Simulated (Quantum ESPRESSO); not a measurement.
# WS2 (R3m) in Quantum ESPRESSO: further runs, part 2 of 2

Quantum ESPRESSO 7.5. Earlier steps stand in the parts before.

## 4. Single point, PBEsol+U, collinear spin, ferromagnetic start

pw.in reads:

```
&CONTROL
  calculation = 'scf'
  prefix = 'pwscf'
  outdir = './tmp'
  pseudo_dir = './pseudo'
  tprnfor = .true.
  tstress = .true.
  disk_io = 'nowf'
/
&SYSTEM
  ibrav = 0
  nat = 3
  ntyp = 2
  ecutwfc = 56
  ecutrho = 448
  nbnd = 23
  occupations = 'smearing'
  smearing = 'gaussian'
  degauss = 0.00367493
  nspin = 2
  starting_magnetization(1) = 0.1429
  starting_magnetization(2) = 0
/
&ELECTRONS
  conv_thr = 1.2d-07
  electron_maxstep = 100
  mixing_beta = 0.7
  mixing_ndim = 20
/
ATOMIC_SPECIES
W    183.8400 w_pbesol_v1.2.uspp.F.UPF
S     32.0600 s_pbesol_v1.4.uspp.F.UPF
CELL_PARAMETERS angstrom
   1.5790001700    0.9116361700    6.1633291500
  -1.5790001700    0.9116361700    6.1633291500
   0.0000000000   -1.8232723400    6.1633291500
ATOMIC_POSITIONS crystal
W      0.0000000000    0.0000000000    0.0000000000
S      0.7503000000    0.7503000000    0.7503000000
S      0.5810000000    0.5810000000    0.5810000000
K_POINTS automatic
7 7 7 0 0 0
HUBBARD {ortho-atomic}
U W-5d 8.0
```

Potentials or basis: GBRV 1.5 PBEsol.

Run with:

```sh
OMP_NUM_THREADS=1 mpirun -n 2 pw.x -nk 2 -in pw.in > pw.out
```

pw.out:

```text
This program is part of the open-source Quantum ESPRESSO suite
     for quantum simulation of materials; please cite
[... 13 lines left out ...]
     --------------------
     sticks:   dense  smooth     PW     G-vecs:    dense   smooth      PW
     Sum        2491    1251    407                57493    20353    3733

     Using Slab Decomposition

     bravais-lattice index     =            0
     lattice parameter (alat)  =      12.1459  a.u.
     unit-cell volume          =     359.2253 (a.u.)^3
     number of atoms/cell      =            3
     number of atomic types    =            2
     number of electrons       =        26.00
     number of Kohn-Sham states=           23
     kinetic-energy cutoff     =      56.0000  Ry
     charge density cutoff     =     448.0000  Ry
     scf convergence threshold =      1.2E-07
     mixing beta               =       0.7000
     number of iterations used =           20  plain     mixing
     Exchange-correlation= SLA  PW   PSX  PSC
                           (   1   4  10   8   0   0   0)
     Hubbard projectors: ortho-atomic
     Hubbard parameters of DFT+U (Dudarev formulation) in eV:
     U(W-5d) =  8.0000

     Internal variables: lda_plus_u =T, lda_plus_u_kind = 0

     Internal variables: orbital_resolved =F, hub_pot_fix =F, apply_U = F

     celldm(1)=  12.145949  celldm(2)=   0.000000  celldm(3)=   0.000000
     celldm(4)=   0.000000  celldm(5)=   0.000000  celldm(6)=   0.000000

     crystal axes: (cart. coord. in units of alat)
               a(1) = (   0.245669   0.141837   0.958921 )
               a(2) = (  -0.245669   0.141837   0.958921 )
               a(3) = (   0.000000  -0.283674   0.958921 )

     reciprocal axes: (cart. coord. in units 2 pi/alat)
               b(1) = (  2.035262  1.175059  0.347613 )
               b(2) = ( -2.035262  1.175059  0.347613 )
               b(3) = (  0.000000 -2.350119  0.347613 )

     PseudoPot. # 1 for W  read from file:
     w_pbesol_v1.2.uspp.F.UPF
     Pseudo is Ultrasoft + core correction, Zval = 14.0
     Generated by new atomic code, or converted to UPF format
     Using radial grid of  923 points,  8 beta functions with:
                l(1) =   0
                l(2) =   0
                l(3) =   0
                l(4) =   1
                l(5) =   1
                l(6) =   2
                l(7) =   2
                l(8) =   3
     Q(r) pseudized with  6 coefficients,  rinner =    1.350   1.350   1.350
                                                       1.350   1.350   1.350
                                                       1.350

[... 304 lines left out ...]
     ------------------------ ATOM    1 ------------------------
     Tr[ns(  1)] (up, down, total) =   3.55356  1.12208  4.67564
     Atomic magnetic moment for atom   1 =   2.43148
     SPIN  1
     eigenvalues:
       0.490  0.490  0.820  0.820  0.933
     eigenvectors (columns):
      -0.000 -0.000 -0.000  0.000  1.000
       0.953  0.301  0.009 -0.019  0.000
      -0.301  0.953  0.019  0.009  0.000
       0.006 -0.020  0.898  0.440  0.000
      -0.020 -0.006  0.440 -0.898  0.000
     occupation matrix ns (before diag.):
       0.933  0.000  0.000  0.000  0.000
       0.000  0.490  0.000 -0.000  0.007
[... 6 lines left out ...]
     eigenvectors (columns):
      -1.000  0.000  0.000 -0.000  0.000
       0.000  0.008  0.015 -0.955  0.297
       0.000  0.015 -0.008  0.297  0.955
       0.000  0.872 -0.489 -0.005 -0.016
       0.000  0.489  0.872  0.016 -0.005
     occupation matrix ns (before diag.):
       0.096  0.000  0.000  0.000  0.000
       0.000  0.355  0.000 -0.000 -0.003
       0.000  0.000  0.355 -0.003 -0.000
       0.000 -0.000 -0.003  0.158 -0.000
       0.000 -0.003 -0.000 -0.000  0.158

     Number of occupied Hubbard levels =    4.6756

 ------ SPIN UP ------------

          k = 0.0000 0.0000 0.0000 (  2547 PWs)   bands (ev):

   -63.0118 -27.4998 -27.3312 -27.3312  -3.9618  -1.7881   2.2087   5.6800
     5.6800   8.1613   9.2896   9.2896  10.3176  13.5749  13.5749  13.8880
    13.8880  15.7874  19.3326  19.8089  21.5424  21.5424  23.5245

          k = 0.0000-0.3357 0.0497 (  2531 PWs)   bands (ev):
[... 253 lines left out ...]
   -63.0041 -27.4870 -27.4099 -27.3495  -3.4156  -2.0761   3.1735   5.1434
     6.1734   7.3838   8.8365   9.2580   9.4593  12.9049  13.0187  13.6999
    14.5421  17.3971  20.0093  20.7836  21.5363  22.2348  22.6357

 ------ SPIN DOWN ----------

          k = 0.0000 0.0000 0.0000 (  2547 PWs)   bands (ev):

   -61.9892 -26.3043 -25.9469 -25.9469  -3.9301  -1.9767   4.8418   9.8704
     9.8704  10.1420  10.1420  10.2054  13.5053  14.8410  14.8410  16.0423
    16.0423  16.7479  19.4660  20.6999  21.6337  21.6338  23.5623

          k = 0.0000-0.3357 0.0497 (  2531 PWs)   bands (ev):
[... 253 lines left out ...]
   -61.9888 -26.2902 -26.0150 -25.9623  -3.3583  -2.2204   6.5429   7.6594
     8.6997   9.6287   9.6645   9.9338  14.0221  14.8711  15.5292  15.9377
    16.1622  18.4242  20.2090  20.8671  21.6164  22.3142  22.8980

     the Fermi energy is    11.9668 ev

!    total energy              =    -206.49863719 Ry
     estimated scf accuracy    <       0.00000010 Ry
     smearing contrib. (-TS)   =      -0.00002096 Ry
     internal energy E=F+TS    =    -206.49861623 Ry

     The total energy is F=E-TS. E is the sum of the following terms:
     one-electron contribution =     -80.38786772 Ry
     hartree contribution      =      51.37291283 Ry
     xc contribution           =     -58.04793736 Ry
     ewald contribution        =    -119.92628466 Ry
     Hubbard energy            =       0.49056069 Ry

     total magnetization       =     2.00 Bohr mag/cell
     absolute magnetization    =     2.87 Bohr mag/cell

     convergence has been achieved in  10 iterations

     negative rho (up, down):  3.633E-02 3.131E-02

     Forces acting on atoms (cartesian axes, Ry/au):

     atom    1 type  1   force =    -0.00000000    0.00000000   -0.01573744
     atom    2 type  2   force =     0.00000000   -0.00000000    0.05437504
     atom    3 type  2   force =    -0.00000000   -0.00000000   -0.03863760

     Total force =     0.068536     Total SCF correction =     0.000498

     Computing stress (Cartesian axis) and pressure

     negative rho (up, down):  3.633E-02 3.131E-02
          total   stress  (Ry/bohr**3)                   (kbar)     P=      229.27
   0.00194733  -0.00000000   0.00000000          286.46       -0.00        0.00
  -0.00000000   0.00194733   0.00000000           -0.00      286.46        0.00
   0.00000000  -0.00000000   0.00078091            0.00       -0.00      114.88

=------------------------------------------------------------------------------=
   JOB DONE.
=------------------------------------------------------------------------------=
```

It took 94 s on 2 MPI ranks of Intel Xeon 6975P-C (Granite Rapids), shared host; peak memory 0.72 GiB.

Results:

```yaml
Free_energy: -2809.5571 eV
Pressure: 22.9 GPa
Largest_force: 1.398 eV/Å
Band_gap_on_the_k_mesh: none (metal or under the smearing width)
Net_moment: 2.00 μB per cell
Absolute_moment: 2.87 μB per cell
Site_moments: W +1.58; S -0.17, -0.19 μB
Valence_electrons_inside_the_program's_atomic_spheres: W 10.46; S 4.16, 4.14
```

Forces on the atoms (eV/Å):
```
W    0.000  0.000 -0.405
S    0.000  0.000  1.398
S    0.000  0.000 -0.993
```

Stress tensor (GPa, compression positive):
```
28.65  0.00  0.00
 0.00 28.65  0.00
 0.00  0.00 11.49
```

Eigenvalues of the final occupation matrices:
| site | spin | trace | eigenvalues |
| --- | --- | --- | --- |
| W 1 5d | 1 | 3.55 | 0.49 0.49 0.82 0.82 0.93 |
| W 1 5d | 2 | 1.12 | 0.10 0.16 0.16 0.35 0.35 |

Caveat: the k mesh is coarse; forces of over 1 eV/Å show positions far from the minimum, so gaps and moduli don't describe the material at rest. The state reached can hang on the start; a lower one may exist.

## 5. Overview

| U | gap on the mesh (eV) | pressure (GPa) | moment (μB) | largest force (eV/Å) |
| --- | --- | --- | --- | --- |
| W d U = 5 eV | 1.29 | 0.1 | 0.00 | 0.61 |
| W d U = 6 eV | 1.38 | 0.4 | 0.00 | 0.61 |
| W d U = 8 eV | none | 22.9 | 2.00 | 1.40 |

Alike in all rows: task single point; level PBEsol+U; potentials or basis GBRV 1.5 PBEsol; spin collinear, ferromagnetic start; cell as given; k mesh 7 × 7 × 7; cutoff (eV) 762; smearing gaussian 0.05 eV.

On the cell as given the gap runs from zero (PBEsol+U) to 1.38 eV (PBEsol+U).

Caveats: spin-orbit coupling is left out, which moves the levels of the heavy elements (some runs); an odd mesh through Γ misses points on the zone boundary, where band edges often lie (some runs); forces of over 1 eV/Å show positions far from the minimum, so gaps and moduli don't describe the material at rest (some runs).

Total energies depend on the potentials used, so only differences within one code and one set of settings carry meaning.
